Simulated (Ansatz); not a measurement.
## AlRu (Pm-3m) under biaxial strain in the (001) plane

Aim: how do the optical modes of AlRu (Pm-3m) shift and split under this strain?

Main program and level: Ansatz 0.2.0; DFT PBEsol, scalar-relativistic, plane waves, PAW; PAW set soft_1.

### 1. The starting structure

Symmetry: Pm-3m, No. 221, cubic system. Conventional cell: a = 2.992 Å, b = 2.992 Å, c = 2.992 Å, α = 90.00°, β = 90.00°, γ = 90.00°. Nearest to Al lie 8 Ru at 2.59 Å. Ru has 8 Al at 2.59 Å nearest. Farther neighbours are not listed.

### 2. Relaxation

The cell and atoms are relaxed, since residual forces and stress would shift the frequencies.

Input file input.yaml:

```yaml
crystal:
  lattice:
    - [2.9916, 0.0, 0.0]
    - [0.0, 2.9916, 0.0]
    - [0.0, 0.0, 2.9916]
  atoms:
    - { symbol: Al, position: [0.0, 0.0, 0.0] }
    - { symbol: Ru, position: [0.5, 0.5, 0.5] }
kpoints:
  mp_grid: { grid: [14, 14, 14] }
hamiltonian:
  xc: pbesol
  pseudopotentials: { kind: paw, azcp: { folder: soft_1 }, xc_functional: pbe }
scf:
  occupations: { method: gaussian, width: 0.1 }
output:
  forces: true
  stress: true
  eigenvalues: true
  write_density: true
  write_potential: true
  elf: true
  volumetric_format: npy
relax:
  adjacent_minimum: "off"
  f_tol: 0.005
  max_steps: 80
  cell: { stress_tol: 0.05 }
```

The run is started by

```sh
$ ansatz run input.yaml --threads 4 --pin off --max-ram 10240MiB --backend cpu --events-out ev --progress --plain --runs-dir out
```

Numbers of over 12 decimals in the logs are rounded to 6 here.

What it wrote:

```text
Engine: ansatz 0.2.0, aarch64-unknown-linux-gnu
Pseudopotentials: kind: paw
Pseudopotential: Al, paw, valence charge 3, recommended cutoff 420 eV (normal), soft_1/Al.paw.azcp
Pseudopotential: Ru, paw, valence charge 16, recommended cutoff 420 eV (normal), soft_1/Ru.paw.azcp
Functional definition: PBEsol
  exchange = pbesol_x
  correlation = pbesol_c
Crystal: 2 atoms, lattice volume = 26.774 Å³
Basis set: ecut = 420 eV, 485 PW (Γ), exchange–correlation on 40×40×40 points (8 copies of the dense FFT grid, shifted against one another)
Bands: 14, of which v1, the nominal top of the filled ones, is band 10 counted from 1 (9 counted from 0)
Symmetry: 48 space group operations
Space group: Pm-3m (ITA 221), of the structure as read, at distance tolerance 3.0e-5 Å
k-points: 120 of 2744
Non-local potential: Al, projectors of the file, l = 0: 2, l = 1: 2, l = 2: 1
Non-local potential: Ru, projectors of the file, l = 0: 3, l = 1: 2, l = 2: 2, l = 3: 1
PAW form: soft (Blöchl's): semilocal exchange-correlation on the pseudo side does not see the compensation charge
PAW frozen core: Al, regenerated for the run's functional, and the local potential with it (the file was generated under x = pbe(κ = 0.804, μ = 0.219515), c = pbe(β = 0.066725))
PAW frozen core: Ru, regenerated for the run's functional, and the local potential with it (the file was generated under x = pbe(κ = 0.804, μ = 0.219515), c = pbe(β = 0.066725))
PAW one-centre angular grid: Al, 110 points (default); XC on 64 Gauss nodes
PAW one-centre angular grid: Ru, 590 points (default); XC on 64 Gauss nodes
Initial density: superposition of atomic densities (chi_scale 0.1, normalization cell, long waves kept (reshape's long-wave potential 0.00 eV rms))
Initial wavefunctions: pseudopotential atomic-orbital guess
Functional: x = pbesol(κ = 0.804, μ = 0.123457), c = pbesol(β = 0.046)
SCF iter   1: F=—  HF=-6343.380032 eV  |F-HF|=—  |Δ(HF+E_count)|=         —  Δρ=1.16e-1  dr2=4.36e0  ethr=3.10e-3  ⟨swp⟩=4.8  Hψ=8512  notcnv=0
preconditioner: auto → none  [metal: Δε(μ)=0.017 eV  Ē_g=8.773 eV  σ=0.100 eV  W_gap=0.10  n_scr=6 (ndim 8)  ℏωp=23.8 eV  f_vac=0.000  D(μ)=1.37/eV (n_scr^D=18)  sad-step TF]
SCF iter   2: F=—  HF=-6342.711774 eV  |F-HF|=—  |Δ(HF+E_count)|=   6.68e-1  Δρ=6.89e-2  dr2=1.59e0  ethr=3.10e-3  ⟨swp⟩=2.9  Hψ=3920  notcnv=0  defer=29
SCF iter   3: F=—  HF=-6342.346595 eV  |F-HF|=—  |Δ(HF+E_count)|=   3.65e-1  Δρ=3.98e-3  dr2=4.62e-3  ethr=3.10e-3  ⟨swp⟩=2.2  Hψ=2801  notcnv=0  defer=29
SCF iter   4: F=—  HF=-6342.345865 eV  |F-HF|=—  |Δ(HF+E_count)|=   7.30e-4  Δρ=4.95e-4  dr2=1.30e-5  ethr=2.43e-5  ⟨swp⟩=1.5  Hψ=2747  notcnv=0  defer=18
SCF iter   5: F=—  HF=-6342.345890 eV  |F-HF|=—  |Δ(HF+E_count)|=   2.47e-5  Δρ=1.31e-4  dr2=3.45e-6  ethr=6.84e-8  ⟨swp⟩=2.0  Hψ=2801  notcnv=0  defer=18
SCF iter   6: F=-6342.345889 eV  HF=-6342.345889 eV  |F-HF|=1.24e-8  |Δ(HF+E_count)|=   9.95e-7  Δρ=7.86e-6  dr2=1.50e-8  ethr=5.26e-10  ⟨swp⟩=6.6  Hψ=10286  notcnv=0
SCF 1 converged in 6 iterations: F = -6342.345889 eV  dr2 = 1.50e-8
  greatest PAW one-centre occupation: 1.000 electrons in one spin orbital (limit 2), on the Ru atom at site 1 (counted from 0), in its partial waves of l = 0
relax step   1: F+E_penalty+E_count = -6342.34588909 eV  Δ(F+E_penalty+E_count) = +0.000e0 eV  max|allowed force component| = 5.049e-29 eV/Å  Δτ_max = 0.0000 Å  P = -3.285 GPa  Ω = 26.774 Å³  (6 SCF iters, dr2 threshold 1.00e-7 eV, accepted)
Crystal: 2 atoms, lattice volume = 26.257 Å³
Initial density: handed on by an earlier stage of this run
Initial wavefunctions: those handed on with the density
iter 1 solved again at ethr=1.13e-5 eV; its pass at ethr=3.10e-3 eV (dr2=2.14e-3 eV) is discarded
SCF iter   1: F=—  HF=-6342.350723 eV  |F-HF|=—  |Δ(HF+E_count)|=         —  Δρ=2.34e-3  dr2=1.98e-3  ethr=1.13e-5  ⟨swp⟩=1.0  Hψ=10521  notcnv=0
preconditioner: auto → none  [metal: Δε(μ)=0.024 eV  Ē_g=9.045 eV  σ=0.100 eV  W_gap=0.13  n_scr=6 (ndim 8)  ℏωp=24.0 eV  f_vac=0.000  D(μ)=1.84/eV (n_scr^D=18)]
SCF iter   2: F=—  HF=-6342.350306 eV  |F-HF|=—  |Δ(HF+E_count)|=   4.17e-4  Δρ=8.52e-4  dr2=2.35e-4  ethr=1.04e-5  ⟨swp⟩=1.1  Hψ=1707  notcnv=0
SCF iter   3: F=—  HF=-6342.350242 eV  |F-HF|=—  |Δ(HF+E_count)|=   6.42e-5  Δρ=1.18e-4  dr2=3.82e-6  ethr=1.24e-6  ⟨swp⟩=2.0  Hψ=1996  notcnv=0
SCF iter   4: F=—  HF=-6342.350268 eV  |F-HF|=—  |Δ(HF+E_count)|=   2.57e-5  Δρ=1.75e-5  dr2=1.71e-8  ethr=2.01e-8  ⟨swp⟩=2.3  Hψ=2270  notcnv=0
iter 5 did not close the SCF: its close was put off for the readings that it lacked (scf_convergence_deferred on its scf_iter line)
SCF iter   5: F=-6342.350268 eV  HF=-6342.350268 eV  |F-HF|=3.74e-10  |Δ(HF+E_count)|=   1.23e-8  Δρ=1.18e-6  dr2=4.76e-10  ethr=8.99e-11  ⟨swp⟩=2.1  Hψ=2387  notcnv=0
SCF iter   6: F=-6342.350268 eV  HF=-6342.350268 eV  |F-HF|=1.36e-11  |Δ(HF+E_count)|=  1.17e-10  Δρ=2.38e-7  dr2=1.80e-11  ethr=2.51e-12  ⟨swp⟩=3.9  Hψ=7173  notcnv=0
SCF 2 converged in 6 iterations: F = -6342.350268 eV  dr2 = 1.80e-11
relax step   2: F+E_penalty+E_count = -6342.35026760 eV  Δ(F+E_penalty+E_count) = -4.379e-3 eV  max|allowed force component| = 1.259e-29 eV/Å  Δτ_max = 0.0000 Å  P = +0.894 GPa  Ω = 26.257 Å³  energy of the carried Pulay correction = +4.033e-4 eV  (6 SCF iters, dr2 threshold 2.00e-7 eV, accepted)
Crystal: 2 atoms, lattice volume = 26.366 Å³
iter 1 solved again at ethr=4.48e-7 eV; its pass at ethr=3.10e-3 eV (dr2=8.51e-5 eV) is discarded
SCF iter   1: F=—  HF=-6342.350473 eV  |F-HF|=—  |Δ(HF+E_count)|=         —  Δρ=4.92e-4  dr2=8.84e-5  ethr=4.48e-7  ⟨swp⟩=2.0  Hψ=9391  notcnv=0
preconditioner: auto → none  [metal: Δε(μ)=0.018 eV  Ē_g=9.019 eV  σ=0.100 eV  W_gap=0.10  n_scr=6 (ndim 8)  ℏωp=24.0 eV  f_vac=0.000  D(μ)=1.86/eV (n_scr^D=18)]
SCF iter   2: F=—  HF=-6342.350480 eV  |F-HF|=—  |Δ(HF+E_count)|=   7.18e-6  Δρ=1.80e-4  dr2=1.05e-5  ethr=4.48e-7  ⟨swp⟩=1.2  Hψ=1726  notcnv=0
SCF iter   3: F=—  HF=-6342.350477 eV  |F-HF|=—  |Δ(HF+E_count)|=   3.00e-6  Δρ=2.79e-5  dr2=2.42e-7  ethr=5.52e-8  ⟨swp⟩=1.7  Hψ=1937  notcnv=0
iter 4 did not close the SCF: its close was put off for the readings that it lacked (scf_convergence_deferred on its scf_iter line)
SCF iter   4: F=-6342.350477 eV  HF=-6342.350477 eV  |F-HF|=4.06e-10  |Δ(HF+E_count)|=   4.55e-8  Δρ=4.05e-6  dr2=9.98e-10  ethr=1.28e-9  ⟨swp⟩=2.1  Hψ=2107  notcnv=0
iter 5 did not close the SCF: its close was put off for the readings that it lacked (scf_convergence_deferred on its scf_iter line)
SCF iter   5: F=-6342.350477 eV  HF=-6342.350477 eV  |F-HF|=5.64e-11  |Δ(HF+E_count)|=  5.78e-10  Δρ=4.96e-7  dr2=6.25e-11  ethr=5.25e-12  ⟨swp⟩=2.6  Hψ=2866  notcnv=0
SCF iter   6: F=-6342.350477 eV  HF=-6342.350477 eV  |F-HF|=0.00e0  |Δ(HF+E_count)|=  1.55e-11  Δρ=6.72e-8  dr2=1.08e-12  ethr=1.00e-12  ⟨swp⟩=4.0  Hψ=6802  notcnv=0
SCF 3 converged in 6 iterations: F = -6342.350477 eV  dr2 = 1.08e-12
relax step   3: F+E_penalty+E_count = -6342.35047695 eV  Δ(F+E_penalty+E_count) = -2.093e-4 eV  max|allowed force component| = 4.207e-30 eV/Å  Δτ_max = 0.0000 Å  P = -0.023 GPa  Ω = 26.366 Å³  energy of the carried Pulay correction = +3.177e-4 eV  (6 SCF iters, dr2 threshold 2.00e-7 eV, accepted)
Initial wavefunctions: pseudopotential atomic-orbital guess (no wavefunctions were taken with the density)
iter 1 solved again at ethr=1.13e-8 eV; its pass at ethr=3.10e-3 eV (dr2=2.15e-6 eV) is discarded
SCF iter   1: F=—  HF=-6342.350145 eV  |F-HF|=—  |Δ(HF+E_count)|=         —  Δρ=2.66e-5  dr2=2.16e-8  ethr=1.13e-8  ⟨swp⟩=3.2  Hψ=13716  notcnv=0
preconditioner: auto → none  [metal: Δε(μ)=0.021 eV  Ē_g=9.017 eV  σ=0.100 eV  W_gap=0.12  n_scr=6 (ndim 8)  ℏωp=24.0 eV  f_vac=0.000  D(μ)=1.86/eV (n_scr^D=18)]
SCF iter   2: F=—  HF=-6342.350170 eV  |F-HF|=—  |Δ(HF+E_count)|=   2.54e-5  Δρ=1.25e-5  dr2=4.26e-9  ethr=1.14e-10  ⟨swp⟩=2.0  Hψ=2715  notcnv=0
SCF iter   3: F=—  HF=-6342.350170 eV  |F-HF|=—  |Δ(HF+E_count)|=   1.23e-8  Δρ=1.92e-6  dr2=1.22e-10  ethr=2.24e-11  ⟨swp⟩=2.7  Hψ=2819  notcnv=0
iter 4 did not close the SCF: its close was put off for the readings that it lacked (scf_convergence_deferred on its scf_iter line)
SCF iter   4: F=-6342.350170 eV  HF=-6342.350170 eV  |F-HF|=1.46e-11  |Δ(HF+E_count)|=  3.07e-10  Δρ=4.10e-7  dr2=6.77e-12  ethr=1.00e-12  ⟨swp⟩=1.6  Hψ=2364  notcnv=0
iter 5 did not close the SCF: its close was put off for the readings that it lacked (scf_convergence_deferred on its scf_iter line)
SCF iter   5: F=-6342.350170 eV  HF=-6342.350170 eV  |F-HF|=9.09e-13  |Δ(HF+E_count)|=  1.46e-11  Δρ=5.72e-8  dr2=5.64e-13  ethr=1.00e-12  ⟨swp⟩=1.0  Hψ=1680  notcnv=0
iter 6 did not close the SCF: its close was put off for the readings that it lacked (scf_convergence_deferred on its scf_iter line)
SCF iter   6: F=-6342.350170 eV  HF=-6342.350170 eV  |F-HF|=9.09e-13  |Δ(HF+E_count)|=    0.00e0  Δρ=4.06e-9  dr2=2.80e-15  ethr=1.00e-12  ⟨swp⟩=1.0  Hψ=1680  notcnv=0
iter 7 did not close the SCF: its close was put off for the readings that it lacked (scf_convergence_deferred on its scf_iter line)
SCF iter   7: F=-6342.350170 eV  HF=-6342.350170 eV  |F-HF|=0.00e0  |Δ(HF+E_count)|=    0.00e0  Δρ=8.77e-10  dr2=1.79e-16  ethr=1.00e-12  ⟨swp⟩=1.0  Hψ=1680  notcnv=0
SCF iter   8: F=-6342.350170 eV  HF=-6342.350170 eV  |F-HF|=9.09e-13  |Δ(HF+E_count)|=  1.82e-12  Δρ=1.85e-10  dr2=2.57e-18  ethr=1.00e-12  ⟨swp⟩=2.0  Hψ=4305  notcnv=0
SCF 4 converged in 8 iterations: F = -6342.350170 eV  dr2 = 2.57e-18
relax step   4: F+E_penalty+E_count = -6342.35017004 eV  Δ(F+E_penalty+E_count) = +3.069e-4 eV  max|allowed force component| = 5.374e-30 eV/Å  Δτ_max = 0.0000 Å  P = -0.028 GPa  Ω = 26.366 Å³  stress off target by 2.79e-2 GPa  SCF on the basis re-selected at this cell (its energy is not comparable with the rows above)  (8 SCF iters)
basis re-selected at this cell: Δ(F+E_penalty+E_count) = +3.069e-4 eV, ΔP = -0.005 GPa vs the last step (what re-selecting the basis moved, of the pressure what is left beyond the Pulay correction that the steps carried, after the strain that the cell walked since its last selection, with what the two solves' SCF thresholds leave and, on support functions, any second-order correction that the steps lacked; it is no m [...]
SCF converged after 8 iterations
Free energy (F): -6342.350170 eV
Harris-Foulkes:  -6342.350170 eV  (|F-HF|=9.09e-13)
Internal energy: -6342.340882 eV  (E = F + TS)
E sigma→0 (E₀):  -6342.345526 eV
Entropy (-TS):   -0.009288 eV (-4.644 meV/atom)
Fermi energy:    16.177682 eV
--- Per-component energies (eV) ---
  E_band       = -118.719747
  E_kinetic    = 488.708797
  E_local      = -1797.786355  (includes V_loc(G=0)·N_el)
  E_nonlocal   = 427.499847
  E_hartree    = 651.146139
  E_xc         = -208.492801
  E_vxc        = -246.448184  (∫ρ·V_xc dr)
  E_paw        = -3898.628109  (= ΣΔE_a)
  E_vpaw       = -292.986779  (= ΣTr[D̂ρ^β])
  E_aug_tail   = 0.000651  (compensation charges beyond the density's cutoff)
  E_ewald      = -2005.061486
  E_core_change = 0.272436  (= ΣΔE_core)
  E_smearing   = -0.009288  (= −TS)
  E_closure    = 0.000000  (closes the sum)
  Σ components = -6342.350170   (vs F -6342.350170, Δ=0.00e0)
--- Forces (eV/Å), atoms counted from 1 ---
  atom   1  Al     0.00000000     0.00000000     0.00000000
  atom   2  Ru    -0.00000000     0.00000000    -0.00000000
  max |Σ_I F_I| component: 1.04e-29 eV/Å
--- Stress (GPa, compression-positive) ---
       -0.027906      -0.000000       0.000000
       -0.000000      -0.027906      -0.000000
        0.000000      -0.000000      -0.027906
  P = ⅓ Tr σ = -0.0279 GPa (-0.279 kbar)
--- Band table (eV; the first three rows and the last of 120) ---
  k-point 0: bands = [... 6 lower, 12.5057, 16.3747, 16.3747, 16.3747, 22.3188, 22.3188, 22.3188, 27.2242]
  k-point 1: bands = [... 6 lower, 12.5421, 16.2478, 16.2478, 16.3872, 21.8353, 22.5194, 22.5194, 26.9927]
  k-point 2: bands = [... 6 lower, 12.6419, 15.9248, 15.9248, 16.4225, 20.8101, 23.0640, 23.0640, 26.3920]
  k-point 119: bands = [... 6 lower, 11.4647, 17.8450, 17.8450, 18.8744, 20.3135, 20.3135, 20.3135, 24.8935]
--- Relaxed structure (3 steps of the walk, 3 accepted, 1 SCFs on fresh bases) ---
  F+E_penalty+E_count = -6342.35017004 eV   max|allowed force component| = 5.374e-30 eV/Å   (the final SCF, on the basis selected at the relaxed cell)
  cell:  # Å, volume = 26.3658 Å³
    - [2.976325, 0, 0]
    - [0, 2.976325, 0]
    - [0, 0, 2.976325]
  atoms:
    - { symbol: Al, position: [0, 0, 0] }
    - { symbol: Ru, position: [0.5, 0.5, 0.5] }
```

The job ended after 3.2 s (4 threads of Arm Neoverse V1, shared host; peak memory 0.35 GiB; 11 s of CPU time).

Relaxation path:

```
step  energy less that of the first step (eV)  largest force component (eV/Å)  pressure (GPa)  volume (Å³)
   1                                   0.0000                          0.0000           -3.29        26.77
   2                                  -0.0044                          0.0000            0.89        26.26
   3                                  -0.0046                          0.0000           -0.02        26.37
  4*                                  -0.0043                          0.0000           -0.03        26.37
```

Relaxation steps marked * repeat the geometry before them on a plane-wave basis chosen anew for their cell, so energy and pressure can jump there.

Forces are held to the 48 operations that the run works with; a distortion that breaks them can't arise in this run.

```csv
"conventional cell, symmetrised",before,after,change
a (Å),2.992,2.976,-0.5 %
b (Å),2.992,2.976,-0.5 %
c (Å),2.992,2.976,-0.5 %
volume (Å³/atom),13.39,13.18,-1.5 %
```

Final coordinates:

```
Al Ru
1.0
     2.97633    0.00000    0.00000
     0.00000    2.97633    0.00000
     0.00000    0.00000    2.97633
Al Ru
1 1
Cartesian
  0.0000 0.0000 0.0000
  1.4882 1.4882 1.4882
```

This step gave:

```
pressure          : -0.02791 GPa
volume per atom   : 13.18 Å³
gap on the k-mesh : 0 eV
```

Valence density in the ac plane at fractional y = 0.000, with atoms of Al within 0.2 Å of it. It is the smooth field of the valence electrons, not physical close to the nuclei.

Values in e/Å³, 15 rows by 15 columns:
```
0.05 0.06 0.09 0.15 0.21 0.23 0.22 0.22 0.22 0.22 0.23 0.21 0.15 0.09 0.06
0.08 0.09 0.13 0.19 0.23 0.24 0.23 0.22 0.22 0.23 0.24 0.23 0.19 0.13 0.09
0.14 0.15 0.19 0.23 0.25 0.25 0.24 0.24 0.24 0.24 0.25 0.25 0.23 0.19 0.15
0.20 0.21 0.23 0.25 0.26 0.26 0.25 0.25 0.25 0.25 0.26 0.26 0.25 0.23 0.21
0.22 0.23 0.24 0.25 0.26 0.26 0.27 0.27 0.27 0.27 0.26 0.26 0.25 0.24 0.23
0.22 0.22 0.23 0.24 0.25 0.27 0.28 0.29 0.29 0.28 0.27 0.25 0.24 0.23 0.22
0.21 0.22 0.22 0.24 0.25 0.27 0.29 0.29 0.29 0.29 0.27 0.25 0.24 0.22 0.22
0.21 0.22 0.22 0.24 0.25 0.27 0.29 0.29 0.29 0.29 0.27 0.25 0.24 0.22 0.22
0.22 0.22 0.23 0.24 0.25 0.27 0.28 0.29 0.29 0.28 0.27 0.25 0.24 0.23 0.22
0.22 0.23 0.24 0.25 0.26 0.26 0.27 0.27 0.27 0.27 0.26 0.26 0.25 0.24 0.23
0.20 0.21 0.23 0.25 0.26 0.26 0.25 0.25 0.25 0.25 0.26 0.26 0.25 0.23 0.21
0.14 0.15 0.19 0.23 0.25 0.25 0.24 0.24 0.24 0.24 0.25 0.25 0.23 0.19 0.15
0.08 0.09 0.13 0.19 0.23 0.24 0.23 0.22 0.22 0.23 0.24 0.23 0.19 0.13 0.09
0.05 0.06 0.09 0.15 0.21 0.23 0.22 0.22 0.22 0.22 0.23 0.21 0.15 0.09 0.06
0.05 0.05 0.08 0.14 0.20 0.22 0.22 0.21 0.21 0.22 0.22 0.20 0.14 0.08 0.05
```
Columns run along a (3.0 Å), rows up along c (3.0 Å). Atoms in or near the plane, at fractional coordinates: Al at (0.00, 0.00).

ELF in the ac plane at fractional y = 0.000, with atoms of Al within 0.2 Å of it. It is the smooth field of the valence electrons, not physical close to the nuclei.

Values, 15 rows by 15 columns:
```
0.15 0.04 0.02 0.12 0.32 0.44 0.44 0.42 0.42 0.44 0.44 0.32 0.12 0.02 0.04
0.00 0.02 0.07 0.24 0.42 0.47 0.45 0.42 0.42 0.45 0.47 0.42 0.24 0.07 0.02
0.09 0.12 0.24 0.40 0.49 0.48 0.44 0.41 0.41 0.44 0.48 0.49 0.40 0.24 0.12
0.27 0.32 0.42 0.49 0.50 0.47 0.42 0.39 0.39 0.42 0.47 0.50 0.49 0.42 0.32
0.42 0.44 0.47 0.48 0.47 0.43 0.40 0.38 0.38 0.40 0.43 0.47 0.48 0.47 0.44
0.43 0.44 0.45 0.44 0.42 0.40 0.38 0.36 0.36 0.38 0.40 0.42 0.44 0.45 0.44
0.42 0.42 0.42 0.41 0.39 0.38 0.36 0.36 0.36 0.36 0.38 0.39 0.41 0.42 0.42
0.42 0.42 0.42 0.41 0.39 0.38 0.36 0.36 0.36 0.36 0.38 0.39 0.41 0.42 0.42
0.43 0.44 0.45 0.44 0.42 0.40 0.38 0.36 0.36 0.38 0.40 0.42 0.44 0.45 0.44
0.42 0.44 0.47 0.48 0.47 0.43 0.40 0.38 0.38 0.40 0.43 0.47 0.48 0.47 0.44
0.27 0.32 0.42 0.49 0.50 0.47 0.42 0.39 0.39 0.42 0.47 0.50 0.49 0.42 0.32
0.09 0.12 0.24 0.40 0.49 0.48 0.44 0.41 0.41 0.44 0.48 0.49 0.40 0.24 0.12
0.00 0.02 0.07 0.24 0.42 0.47 0.45 0.42 0.42 0.45 0.47 0.42 0.24 0.07 0.02
0.15 0.04 0.02 0.12 0.32 0.44 0.44 0.42 0.42 0.44 0.44 0.32 0.12 0.02 0.04
0.63 0.15 0.00 0.09 0.27 0.42 0.43 0.42 0.42 0.43 0.42 0.27 0.09 0.00 0.15
```
Columns run along a (3.0 Å), rows up along c (3.0 Å). Atoms in or near the plane, at fractional coordinates: Al at (0.00, 0.00).

Electrostatic potential energy in the ac plane at fractional y = 0.000, with atoms of Al within 0.2 Å of it. With pseudopotentials it is smooth inside the atoms' cores, unlike the true potential.

Values in eV, 15 rows by 15 columns:
```
27 27 11  1  1 10 15 17 17 15 10  1  1 11 27
15 11  4 -1  4 12 16 17 17 16 12  4 -1  4 11
 3  1 -1  2  9 14 16 18 18 16 14  9  2 -1  1
 0  1  4  9 13 16 17 18 18 17 16 13  9  4  1
 9 10 12 14 16 17 17 18 18 17 17 16 14 12 10
15 15 16 16 17 17 17 17 17 17 17 17 16 16 15
17 17 17 18 18 18 17 17 17 17 18 18 18 17 17
17 17 17 18 18 18 17 17 17 17 18 18 18 17 17
15 15 16 16 17 17 17 17 17 17 17 17 16 16 15
 9 10 12 14 16 17 17 18 18 17 17 16 14 12 10
 0  1  4  9 13 16 17 18 18 17 16 13  9  4  1
 3  1 -1  2  9 14 16 18 18 16 14  9  2 -1  1
15 11  4 -1  4 12 16 17 17 16 12  4 -1  4 11
27 27 11  1  1 10 15 17 17 15 10  1  1 11 27
27 27 15  3  0  9 15 17 17 15  9  0  3 15 27
```
Columns run along a (3.0 Å; values clipped at the 3rd and 97th percentile), rows up along c (3.0 Å). Atoms in or near the plane, at fractional coordinates: Al at (0.00, 0.00).

In this step the volume went from 13.39 to 13.18 Å³/atom.

### 3. Tight relaxation

Phonons need small forces and stress, so the relaxation is finished with tight tolerances on 16×16×16 k points.

Input file input.yaml:

```yaml
crystal:
  lattice:
    - [2.9763250904, 0.0, 0.0]
    - [0.0, 2.9763250904, 0.0]
    - [0.0, 0.0, 2.9763250904]
  atoms:
    - { symbol: Al, position: [0.0, 0.0, 0.0] }
    - { symbol: Ru, position: [0.5, 0.5, 0.5] }
kpoints:
  mp_grid: { grid: [16, 16, 16] }
hamiltonian:
  xc: pbesol
  pseudopotentials: { kind: paw, azcp: { folder: soft_1 }, xc_functional: pbe }
scf:
  occupations: { method: methfessel_paxton, width: 0.2 }
output:
  forces: true
  stress: true
  eigenvalues: true
relax:
  adjacent_minimum: "off"
  f_tol: 0.001
  max_steps: 60
  cell: { stress_tol: 0.01 }
```

What it wrote:

```text
[...]
Crystal: 2 atoms, lattice volume = 26.366 Å³
Basis set: ecut = 420 eV, 485 PW (Γ), exchange–correlation on 40×40×40 points (8 copies of the dense FFT grid, shifted against one another)
Bands: 14, of which v1, the nominal top of the filled ones, is band 10 counted from 1 (9 counted from 0)
Symmetry: 48 space group operations
[...]
k-points: 165 of 4096
[...]
k-point 164: bands = [... 6 lower, 11.4700, 17.8493, 17.8493, 18.8853, 20.3198, 20.3198, 20.3198, 24.9045]
--- Relaxed structure (3 steps of the walk, 3 accepted, 1 SCFs on fresh bases) ---
[...]
cell:  # Å, volume = 26.3573 Å³
    - [2.976006, 0, 0.0]
    - [0, 2.976006, 0]
    - [0.0, 0, 2.976006]
  atoms:
    - { symbol: Al, position: [0, 0, 0] }
    - { symbol: Ru, position: [0.5, 0.5, 0.5] }
[key lines of the parts left out:]
SCF converged after 5 iterations
Free energy (F): -6342.349559 eV
Fermi energy:    16.200794 eV
P = ⅓ Tr σ = -0.0002 GPa (-0.002 kbar)
```

The job ended after 3.6 s (4 threads; peak memory 0.36 GiB; 13 s of CPU time).

Little changed from the start: no atom moved by 0.005 Å and no cell edge by 0.1 %.

This step gave:

```
pressure : -1.99e-4 GPa
```

The forces vanish by symmetry and the pressure is 0.000 GPa, within the tolerances set. The cell now holds 13.18 Å³/atom.

[end of part 1 of 2]

[Logs are printed without paths, hosts, clocks, repeated set-up lines and the standing remarks that a program may print on its own settings, such as how far it seeks lower states.]

[Hosts, paths, dates, database ids (printed as entryN), source tags and the programs' standing remarks are cut or masked in the printed files.]
